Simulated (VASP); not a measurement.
## LiF in VASP 6.6.1, single-point calculation

INCAR

```
LASPH = .TRUE.
PREC = Accurate
NSW = 0
METAGGA = MS2
EDIFF = 1E-7
ISIF = 2
LREAL = .FALSE.
IBRION = -1
LCHARG = .FALSE.
NELM = 120
SIGMA = 0.01
ENCUT = 520
ISMEAR = 0
NBANDS = 12
LWAVE = .FALSE.
ALGO = Normal
```

KPOINTS

```
KPOINTS created by Atomic Simulation Environment
0
Gamma
10 10 10
0 0 0
```

POSCAR

```
Li F
 1.0000000000000000
     2.5191484863000002   -0.1390269344000000   -0.1390269344000000
    -0.1390269344000000    2.5191484863000002   -0.1390269344000000
    -0.1390269344000000   -0.1390269344000000    2.5191484863000002
 Li  F
   1   1
Cartesian
  0.0000000000000000  0.0000000000000000  0.0000000000000000
  1.1205473087500002  1.1205473087500002  1.1205473087500002
```

The recommended PBE PAW datasets give the neutral cell 10 valence electrons.

Command

```
mpirun -np 1 vasp_std
```

OSZICAR

```
N       E                     dE             d eps       ncg     rms          rms(c)
DAV:   1     0.228104487295E+02    0.22810E+02   -0.51484E+03  2904   0.813E+02
DAV:   2    -0.153485091652E+02   -0.38159E+02   -0.37494E+02  3488   0.180E+02
DAV:   3    -0.161947586099E+02   -0.84625E+00   -0.84511E+00  3416   0.236E+01
DAV:   4    -0.162010977769E+02   -0.63392E-02   -0.63389E-02  3104   0.225E+00
DAV:   5    -0.162011674129E+02   -0.69636E-04   -0.69636E-04  3412   0.186E-01    0.395E+00
DAV:   6    -0.124458052805E+02    0.37554E+01   -0.13636E+00  2836   0.113E+01    0.147E+00
DAV:   7    -0.124904266544E+02   -0.44621E-01   -0.64480E-01  4044   0.620E+00    0.136E+00
DAV:   8    -0.125949119864E+02   -0.10449E+00   -0.90254E-01  2896   0.598E+00    0.209E+00
DAV:   9    -0.125087914059E+02    0.86121E-01   -0.28903E-01  2964   0.324E+00    0.504E-01
DAV:  10    -0.124982053469E+02    0.10586E-01   -0.53197E-02  3324   0.183E+00    0.152E-01
DAV:  11    -0.124978698368E+02    0.33551E-03   -0.22613E-03  3024   0.309E-01    0.240E-02
DAV:  12    -0.124978829142E+02   -0.13077E-04   -0.48408E-05  3076   0.592E-02    0.973E-03
DAV:  13    -0.124978820105E+02    0.90371E-06   -0.19419E-05  3348   0.298E-02    0.611E-03
DAV:  14    -0.124978823940E+02   -0.38350E-06   -0.12003E-06  3000   0.657E-03    0.255E-03
DAV:  15    -0.124978823809E+02    0.13141E-07   -0.29278E-07  2788   0.368E-03
   1 F= -.12497882E+02 E0= -.12497882E+02  d E =-.117858E-36
```

From OUTCAR

```
k-points           NKPTS =    116   k-points in BZ     NKDIM =    116   number of bands    NBANDS=     12

   NELECT =      10.0000    total number of electrons

   dimension x,y,z NGX =    20 NGY =   20 NGZ =   20
   dimension x,y,z NGXF=    40 NGYF=   40 NGZF=   40

  energy-cutoff  :      520.00
  volume of cell :       15.84
      direct lattice vectors                 reciprocal lattice vectors
     2.519148486 -0.139026934 -0.139026934     0.399535438  0.023337542  0.023337542
    -0.139026934  2.519148486 -0.139026934     0.023337542  0.399535438  0.023337542
    -0.139026934 -0.139026934  2.519148486     0.023337542  0.023337542  0.399535438

 k-points in reciprocal lattice and weights: KPOINTS created by Atomic Simulation Env
   0.00000000  0.00000000  0.00000000       0.001
   0.10000000  0.00000000  0.00000000       0.006
   0.20000000  0.00000000  0.00000000       0.006
   0.30000000  0.00000000  0.00000000       0.006
   0.40000000  0.00000000  0.00000000       0.006
   0.50000000  0.00000000  0.00000000       0.003
   0.10000000  0.10000000  0.00000000       0.006
   0.20000000  0.10000000  0.00000000       0.012
   ...

 E-fermi :   0.0081

 k-point     1 :       0.0000    0.0000    0.0000
  band No.  band energies     occupation
      1     -43.5318      2.00000
      2     -22.4623      2.00000
      3      -1.2400      2.00000
      4      -0.4423      2.00000
      5      -0.4423      2.00000
      6       8.4871      0.00000
      7      20.0703      0.00000
      8      20.0703      0.00000
      9      21.9322      0.00000
     10      21.9323      0.00000
     11      24.3109      0.00000
     12      37.0036      0.00000

 k-point     2 :       0.1000    0.0000    0.0000
  band No.  band energies     occupation
      1     -43.5264      2.00000
      2     -22.4228      2.00000
      3      -1.3590      2.00000
      4      -0.6437      2.00000
      5      -0.4144      2.00000
      6       8.7404      0.00000
      7      18.5264      0.00000
      8      20.2142      0.00000
      9      22.0568      0.00000
     10      23.2121      0.00000
     11      25.0060      0.00000
     12      34.9465      0.00000

 k-point     3 :       0.2000    0.0000    0.0000
  band No.  band energies     occupation
      1     -43.5125      2.00000
      2     -22.3177      2.00000
      3      -2.0011      2.00000
      4      -0.7476      2.00000
      5      -0.3406      2.00000
      6       9.2784      0.00000
      7      16.8859      0.00000
      8      20.5477      0.00000
      9      22.4960      0.00000
     10      23.0577      0.00000
     11      28.1252      0.00000
     12      32.5257      0.00000

 k-point     4 :       0.3000    0.0000    0.0000
  band No.  band energies     occupation
      1     -43.4953      2.00000
      2     -22.1832      2.00000
      3      -2.8867      2.00000
      4      -0.6530      2.00000
      5      -0.2474      2.00000
      6       9.7350      0.00000
      7      15.8617      0.00000
      8      20.8331      0.00000
      9      22.4334      0.00000
     10      23.4105      0.00000
     11      30.5517      0.00000
     12      32.0107      0.00000

 ...

  Total        0.0858956      0.0858956      0.0858956     -0.1498348     -0.1498348     -0.1498348
  in kB        8.6906868      8.6906868      8.6906868    -15.1598798    -15.1598798    -15.1598798
  external PRESSURE =       8.6906868 kB  Pullay stress =       0.0000000 kB

 POSITION                                       TOTAL-FORCE (eV/Angst)
 -----------------------------------------------------------------------------------
      0.00000      0.00000      0.00000        -0.000000     -0.000000      0.000000
      1.12055      1.12055      1.12055         0.000000      0.000000     -0.000000
 -----------------------------------------------------------------------------------
    total drift:                               -0.000000      0.000000     -0.000000

  FREE ENERGIE OF THE ION-ELECTRON SYSTEM (eV)
  ---------------------------------------------------
  free  energy   TOTEN  =       -12.4978823809 eV

  energy  without entropy=      -12.4978823809  energy(sigma->0) =      -12.49788238
```

It converged. Results: gap between bands v and c on the k mesh 8.57 eV; least direct gap on the k mesh 8.93 eV; pressure 0.9 GPa. Band v is the last that the valence electrons fill when counted band by band, and c is the next.

For comparison, a separate r²SCAN run of the intended cell, on usual settings and not on those above, gives a gap of 9.34 eV on its mesh and a pressure of 0.9 GPa.

The run above took about 74 s on one core of a shared host (Intel Xeon Platinum 8488C) and held 0.13 GiB at most.
